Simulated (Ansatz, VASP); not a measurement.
# Two plane-wave programs on Se

```
Se
1.0
     3.95346    0.00000    0.00000
    -1.97673    3.42380    0.00000
     0.00000    0.00000    5.12053
Se
3
Cartesian
  -0.9711 3.4238 1.7068
  3.4507 0.8709 3.4137
  1.4739 2.5529 5.1205
```

Alike in both runs: task single point; functional LDA; k mesh 9 × 9 × 6; occupations gaussian, width 1 eV; no spin polarisation.

|  | VASP | Ansatz |
| --- | --- | --- |
| version | VASP 6.6.1 | Ansatz 0.2.0 |
| potentials or method | VASP PAW LDA potentials, release 64 (Se) | plane waves (420 eV) with PAW, scalar-relativistic |
| plane-wave cutoff (eV) | 520 | 420 |
| valence electrons in the cell | 18 | 48 |

Ansatz gave:

| Property | Result |
| --- | --- |
| pressure (GPa) | 0.6 |
| largest component of the traceless stress (GPa) | 0.35 |

Q: What did VASP give for the same quantities?

A: Pressure (GPa): 0.8; largest component of the traceless stress (GPa): 0.45.

The two sets of potentials don't hold the same shells in valence. Ansatz warned: «pseudo_functional_mismatch».
